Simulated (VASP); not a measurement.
# Au (P-1) in VASP: a series of runs

One crystal, Au, is run at these levels: PBE; tasks: single point.

Program: VASP 6.6.1. These are calculated values, not measurements. Logs are shortened: lines on timing, memory, paths and dates and some standing lists are left out, and cuts for length are marked.

## (1) The cell of the first run

The typed cell holds 2 atoms: a = 2.917 Å, b = 2.917 Å, c = 4.890 Å, α = 90.00°, β = 90.00°, γ = 120.00°.

## (2) Single point, PBE (all atoms moved at random, sigma 0.1 Å a component)

Input file INCAR:

```
SYSTEM = Au
PREC = Accurate
ENCUT = 520
EDIFF = 1E-6
ISMEAR = 0
SIGMA = 0.15
LREAL = .False.
LASPH = .True.
NELM = 100
ALGO = Fast
ISIF = 2
LWAVE = .False.
LCHARG = .False.
GGA = PE
NBANDS = 18
```

Input file KPOINTS:

```
Automatic mesh
0
Gamma
  12 12 8
  0 0 0
```

Input file POSCAR:

```
Au
1.0
    2.9169619270      0.0000000000      0.0000000000
   -1.4584809635      2.5261631306      0.0000000000
    0.0000000000      0.0000000000      4.8900308735
Au
2
Direct
    0.3724136806      0.7052003255      0.7625761657
    0.6275863194      0.2947996745      0.2374238343
```

Potentials or basis: VASP PAW PBE potentials, release 64 (Au).

On the command line:

```console
$ cat potpaw_PBE.64/Au/POTCAR > POTCAR
$ mpirun -np 1 vasp_std > vasp.out
```

OUTCAR:

```text
SYSTEM = Au
   PREC = Accurate
   ENCUT = 520
   EDIFF = 1E-6
   ISMEAR = 0
   LREAL = .False.
   LASPH = .True.
   NELM = 100
   ISIF = 2
   GGA = PE

 ion  position               nearest neighbor table
   1  0.372  0.705  0.763-   2 2.76   2 2.88   2 2.97   2 2.99   2 3.08   2 3.19
   2  0.628  0.295  0.237-   1 2.76   1 2.88   1 2.97   1 2.99   1 3.08   1 3.19

  LATTYP: Found a hexagonal cell.
 ALAT       =     2.9169619270
 C/A-ratio  =     1.6764123070

  Lattice vectors:

 A1 = (   2.9169619270,   0.0000000000,   0.0000000000)
 A2 = (  -1.4584809635,   2.5261631306,   0.0000000000)
 A3 = (   0.0000000000,   0.0000000000,   4.8900308735)

Analysis of symmetry for initial positions (statically):
=====================================================================
 Subroutine PRICEL returns:
 Original cell was already a primitive cell.

 Routine SETGRP: Setting up the symmetry group for a
 hexagonal supercell.

 Subroutine GETGRP returns: Found  2 space group operations
 (whereof  2 operations were pure point group operations)
 out of a pool of 24 trial point group operations.

The static configuration has the point symmetry S_2 .

Analysis of symmetry for dynamics (positions and initial velocities):
=====================================================================
 Subroutine PRICEL returns:
 Original cell was already a primitive cell.

 Routine SETGRP: Setting up the symmetry group for a
 hexagonal supercell.

 Subroutine GETGRP returns: Found  2 space group operations
 (whereof  2 operations were pure point group operations)
 out of a pool of 24 trial point group operations.

The dynamic configuration has the point symmetry S_2 .

 Subroutine INISYM returns: Found  2 space group operations
 (whereof  2 operations are pure point group operations),
 and found     1 'primitive' translations

----------------------------------------------------------------------------------------

                                     Primitive cell

  volume of cell :      36.0333

  direct lattice vectors                    reciprocal lattice vectors
     2.916961927  0.000000000  0.000000000     0.342822438  0.197928627  0.000000000
    -1.458480964  2.526163131  0.000000000     0.000000000  0.395857254  0.000000000
     0.000000000  0.000000000  4.890030873     0.000000000  0.000000000  0.204497686

  length of vectors
     2.916961927  2.916961927  4.890030873     0.395857254  0.395857254  0.204497686

  position of ions in fractional coordinates (direct lattice)
     0.372413681  0.705200326  0.762576166
     0.627586319  0.294799674  0.237423834

  ion indices of the primitive-cell ions
   primitive index   ion index
                 1           1
                 2           2

----------------------------------------------------------------------------------------

 KPOINTS: Automatic mesh

Automatic generation of k-mesh.
 Grid dimensions read from file:
 generate k-points for:   12   12    8

 Generating k-lattice:

  Cartesian coordinates                     Fractional coordinates (reciprocal lattice)
     0.028568537  0.016494052  0.000000000     0.083333333  0.000000000  0.000000000
     0.000000000  0.032988104  0.000000000     0.000000000  0.083333333  0.000000000
     0.000000000  0.000000000  0.025562211     0.000000000  0.000000000  0.125000000

  Length of vectors
     0.032988104  0.032988104  0.025562211

  Shift w.r.t. Gamma in fractional coordinates (k-lattice)
     0.000000000  0.000000000  0.000000000

 Subroutine IBZKPT returns following result:
 ===========================================

 Found    580 irreducible k-points:

 Following reciprocal coordinates:
            Coordinates               Weight
  0.000000  0.000000  0.000000      1.000000
  0.083333  0.000000  0.000000      2.000000
  0.000000  0.083333  0.000000      2.000000
 -0.083333  0.083333  0.000000      2.000000
  0.166667 -0.000000  0.000000      2.000000
  0.000000  0.166667  0.000000      2.000000
[... 16 lines left out ...]
  0.166667  0.083333  0.000000      2.000000
 -0.083333  0.250000  0.000000      2.000000
 [... further k-points ...]
   k-points           NKPTS =    580   k-points in BZ     NKDIM =    580   number of bands    NBANDS=     18
   number of dos      NEDOS =    301   number of ions     NIONS =      2
   total plane-waves  NPLWV =  20736
   dimension x,y,z NGX =    24 NGY =   24 NGZ =   36
   dimension x,y,z NGXF=    48 NGYF=   48 NGZF=   72
   ions per type =               2
   NGX,Y,Z   is equivalent  to a cutoff of  13.68, 13.68, 12.24 a.u.
   NGXF,Y,Z  is equivalent  to a cutoff of  27.36, 27.36, 24.48 a.u.
 SYSTEM =  Au
   PREC   = accura    normal or accurate (medium, high low for compatibility)
   ISTART =      0    job   : 0-new  1-cont  2-samecut
   ICHARG =      2    charge: 1-file 2-atom 10-const
   ISPIN  =      1    spin polarized calculation?
   LNONCOLLINEAR =      F non collinear calculations
   LSORBIT =      F    spin-orbit coupling
   LASPH  =      T    aspherical Exc in radial PAW
   ENCUT  =  520.0 eV  38.22 Ry    6.18 a.u.   5.42  5.42  9.09*2*pi/ulx,y,z
   NELM   =    100;   NELMIN=  2; NELMDL= -5     # of ELM steps
   EDIFF  = 0.1E-05   stopping-criterion for ELM
   LREAL  =      F    real-space projection
   EDIFFG = 0.1E-04   stopping-criterion for IOM
   NSW    =      0    number of steps for IOM
   IBRION =     -1    ionic relax: 0-MD 1-quasi-New 2-CG
   NFREE  =      0    steps in history (QN), initial steepest desc. (CG)
   ISIF   =      2    stress and relaxation
   ISYM   =      2    0-nonsym 1-usesym 2-fastsym
   POTIM  = 0.5000    time-step for ionic-motion
   TEBEG  =    0.0;   TEEND  =   0.0 temperature during run
   PSTRESS=    0.0 pullay stress
   NELECT =      22.0000    total number of electrons
   NUPDOWN=      -1.0000    fix difference up-down
   EMIN   =  10.00;   EMAX   =-10.00  energy-range for DOS
   EFERMI =   0.00;   METHOD = LEGACY
   ISMEAR =     0;   SIGMA  =   0.15  broadening in eV -4-tet -1-fermi 0-gaus
   EFERMI_NEDOS =   21; number of points for ismear=-14 and -15
   IALGO  =     68    algorithm
   IMIX   =      4    mixing-type and parameters
     AMIX     =   0.40;   BMIX     =  1.00
     AMIX_MAG =   1.60;   BMIX_MAG =  1.00
  volume/ion in A,a.u.               =      18.02       121.58
  Fermi-wavevector in a.u.,A,eV,Ry     =   1.388826  2.624500 26.243426  1.928837
  Thomas-Fermi vector in A             =   2.512915
   LORBIT       =      0    0 simple, 1 ext, 2 COOP (PROOUT), +10 PAW based schemes
   GGA     = PE    functional components
   LHFCALC =     F    Hartree Fock is set to
   AEXX    =    0.0000 exact exchange contribution
   IVDW    =     0    specifies the selected vdW correction
   LEPSILON=     F    determine dielectric tensor
   LRPA    =     F    only Hartree local field effects (RPA)
 non-spin polarized calculation
 RMM-DIIS sequential band-by-band and
 Gauss-broadening in eV      SIGMA  =   0.15
  energy-cutoff  :      520.00
  volume of cell :       36.03
 maximum number of plane-waves:       996
 NGX is ok and might be reduce to    24
   NGX = 11   NGY = 11   NGZ = 19

 number of electron      21.9999998 magnetization

 Free energy of the ion-electron system (eV)
  ---------------------------------------------------
  ext. energy  EPLUGINS =         0.00000000
  ---------------------------------------------------
  free energy    TOTEN  =        -6.35503407 eV

  energy without entropy =       -6.34432983  energy(sigma->0) =       -6.34968195

 E-fermi :   8.5845     XC(G=0): -12.3747

 val. band max:        8.5841381711   @ k =   0.5000   0.1667  -0.2500
 cond. band min:       8.5890877000   @ k =  -0.2500  -0.2500   0.2500
 fundamental gap:      0.0049495289
 Fermi energy:         8.5844779417

 k-point     1 :       0.0000    0.0000    0.0000
  band No.  band energies     occupation
      1      -0.7301      2.00000
      2       1.6553      2.00000
      3       3.8679      2.00000
      4       4.1962      2.00000
      5       4.3170      2.00000
      6       4.4714      2.00000
[... 10 lines left out ...]
     17      26.0147      0.00000
     18      27.4652      0.00000

 k-point     2 :       0.0833    0.0000    0.0000
  band No.  band energies     occupation
      1      -0.5246      2.00000
      2       1.8145      2.00000
      3       3.8566      2.00000
      4       4.3065      2.00000
      5       4.3324      2.00000
      6       4.4479      2.00000
[... 10 lines left out ...]
     17      25.1444      0.00000
     18      26.8116      0.00000

 k-point     3 :       0.0000    0.0833    0.0000
  band No.  band energies     occupation
      1      -0.5195      2.00000
      2       1.8320      2.00000
      3       3.8193      2.00000
      4       4.1834      2.00000
      5       4.4358      2.00000
      6       4.5450      2.00000
[... 10 lines left out ...]
     17      25.2299      0.00000
     18      26.3871      0.00000

 k-point     4 :      -0.0833    0.0833    0.0000
  band No.  band energies     occupation
      1      -0.5215      2.00000
      2       1.8255      2.00000
      3       3.8481      2.00000
      4       4.2195      2.00000
      5       4.4158      2.00000
      6       4.4304      2.00000
[... 375 lines left out ...]
      4       4.1993      2.00000
      5       4.4683      2.00000
      6       4.5103      2.00000
[... 10 lines left out ...]
     17      25.0736      0.00000
     18      26.6129      0.00000

 k-point    23 :       0.1667    0.0833    0.0000
  band No.  band energies     occupation
      1       0.5977      2.00000
      2       2.5108      2.00000
      3       3.5932      2.00000
      4       3.9637      2.00000
      5       4.2153      2.00000
      6       4.4299      2.00000
[... 10 lines left out ...]
     17      25.4905      0.00000
     18      25.6485      0.00000

 k-point    24 :      -0.0833    0.2500    0.0000
  band No.  band energies     occupation
      1       0.6449      2.00000
      2       2.6363      2.00000
      3       3.5240      2.00000
      4       3.9881      2.00000
      5       4.2677      2.00000
      6       4.4002      2.00000
[... 10 lines left out ...]
     17      25.7867      0.00000
     18      25.8741      0.00000

 [... further k-points ...]

------------------------ aborting loop because EDIFF is reached ----------------------------------------

  FORCE on cell =-STRESS in cart. coord.  units (eV):
  Direction    XX          YY          ZZ          XY          YZ          ZX
  --------------------------------------------------------------------------------------
  -------------------------------------------------------------------------------------
  Total        0.1309807      0.4000619      0.4628572     -0.0891825      0.2628866      0.0601871
  in kB        5.8239022     17.7882833     20.5804026     -3.9653968     11.6889439      2.6761478
  external PRESSURE =      14.7308627 kB  Pullay stress =       0.0000000 kB

 VOLUME and BASIS-vectors are now :
 -----------------------------------------------------------------------------
  energy-cutoff  :      520.00
  volume of cell :       36.03
      direct lattice vectors                 reciprocal lattice vectors
     2.916961927  0.000000000  0.000000000     0.342822438  0.197928627  0.000000000
    -1.458480964  2.526163131  0.000000000     0.000000000  0.395857254  0.000000000
     0.000000000  0.000000000  4.890030873     0.000000000  0.000000000  0.204497686

 POSITION                                       TOTAL-FORCE (eV/Angst)
 -----------------------------------------------------------------------------------
      0.05780      1.78145      3.72902        -0.012601     -0.157173     -0.850536
      1.40069      0.74471      1.16101         0.012601      0.157173      0.850536
 -----------------------------------------------------------------------------------
    total drift:                                0.000000      0.000000      0.000000

  FREE ENERGIE OF THE ION-ELECTRON SYSTEM (eV)
  ---------------------------------------------------
  free  energy   TOTEN  =        -6.3550340715 eV

  energy  without entropy=       -6.3443298343  energy(sigma->0) =       -6.34968195
```

Wall time 3.1 min (1 thread of Intel Xeon Platinum 8259CL at 2.50GHz (Skylake/Cascade Lake), shared host); peak memory 0.4 GiB.

What came out:

```yaml
Free_energy: -6.3550 eV
Pressure: 1.5 GPa
Largest_force: 0.865 eV/Å
Band_gap_on_the_k_mesh: none (metal or under the smearing width)
```

Forces on the atoms (eV/Å):
```
Au  -0.013 -0.157 -0.851
Au   0.013  0.157  0.851
```

Levels at points of the mesh, in eV from the Fermi level:
| k point | band 7 | band 8 | band 9 | band 10 | band 11 | band 12 | band 13 | band 14 | band 15 | band 16 |
| --- | --- | --- | --- | --- | --- | --- | --- | --- | --- | --- |
| (0.00, 0.00, 0.00) | -3.97 | -3.66 | -3.04 | -2.49 | -1.87 | -0.85 | 2.41 | 14.49 | 15.83 | 16.36 |
| (0.50, 0.00, 0.00) | -2.97 | -1.92 | -1.81 | -1.76 | -0.01 | 1.66 | 5.19 | 6.31 | 7.35 | 10.23 |
| (0.00, 0.50, 0.00) | -3.78 | -2.03 | -1.94 | -1.65 | 0.68 | 1.16 | 5.97 | 6.49 | 8.24 | 10.22 |
| (0.50, 0.50, 0.00) | -3.46 | -2.10 | -1.87 | -1.71 | 0.35 | 1.43 | 5.53 | 6.94 | 7.25 | 10.45 |
| (0.00, 0.00, 0.50) | -4.34 | -4.21 | -2.89 | -2.57 | -2.45 | -2.45 | 9.49 | 11.14 | 14.85 | 15.00 |
| (0.50, 0.00, 0.50) | -2.76 | -2.63 | -1.78 | -1.76 | 0.80 | 1.08 | 3.24 | 3.60 | 12.82 | 13.13 |
| (0.00, 0.50, 0.50) | -2.01 | -1.93 | -1.84 | -1.73 | 0.19 | 0.34 | 3.76 | 3.97 | 12.35 | 12.87 |
| (0.50, 0.50, 0.50) | -2.31 | -2.19 | -1.81 | -1.74 | 0.45 | 0.67 | 3.54 | 3.84 | 12.38 | 12.81 |

Spin-orbit coupling is left out, which matters for the levels of Au.

## (3) Single point, PBE (all atoms moved at random, sigma 0.1 Å a component; relaxed back)

Input file INCAR:

```
PREC = Accurate
ENCUT = 520
EDIFF = 1E-7
ISMEAR = 0
SIGMA = 0.15
LREAL = F
LASPH = T
NELM = 100
ALGO = Fast
ISIF = 2
LWAVE = F
LCHARG = T
GGA = PE
LELF = T
LVHAR = T
NBANDS = 18
```

Input file KPOINTS:

```
Automatic mesh
0
Gamma
  12 12 8
```

Input file POSCAR:

```
Au
1.0
    2.9734341938     -0.0682399372     -0.0000514720
   -1.5458146161      2.5354369282      0.0003470669
   -0.0000862882      0.0006220176      4.8515958208
Au
2
Direct
    0.3398092287      0.6580057980      0.7498654000
    0.6601907713      0.3419942020      0.2501346000
```

Potentials or basis: VASP PAW PBE potentials, release 64 (Au).

On the command line:

```console
$ cat potpaw_PBE.64/Au/POTCAR > POTCAR
$ mpirun -np 1 vasp_std > vasp.out
```

Wall time 1.8 min (1 thread of Intel Xeon 6975P-C (Granite Rapids), shared host); peak memory 0.4 GiB.

It converged, with:

| Item | Value |
| --- | --- |
| Free energy | -6.4218 eV |
| Pressure | -0.2 GPa |
| Largest force | 0.014 eV/Å |
| Band gap on the k mesh | none (metal or under the smearing width) |

Forces on the atoms (eV/Å):
```
Au  -0.009  0.007  0.008
Au   0.009 -0.007 -0.008
```

Levels at points of the mesh, in eV from the Fermi level:
```tsv
k point	band 9	band 10	band 11	band 12	band 13	band 14
(0.00, 0.00, 0.00)	-3.28	-2.22	-2.11	-0.81	2.55	14.18
(0.50, 0.00, 0.00)	-1.91	-1.77	0.38	1.59	5.78	7.15
(0.00, 0.50, 0.00)	-1.90	-1.76	0.37	1.62	5.77	7.12
(0.50, 0.50, 0.00)	-1.89	-1.79	0.17	0.92	5.52	6.53
(0.00, 0.00, 0.50)	-2.71	-2.71	-2.48	-2.48	10.53	10.54
(0.50, 0.00, 0.50)	-1.79	-1.79	0.74	0.74	3.81	3.81
(0.00, 0.50, 0.50)	-1.78	-1.78	0.77	0.77	3.82	3.83
(0.50, 0.50, 0.50)	-1.89	-1.89	0.14	0.15	3.27	3.27
```
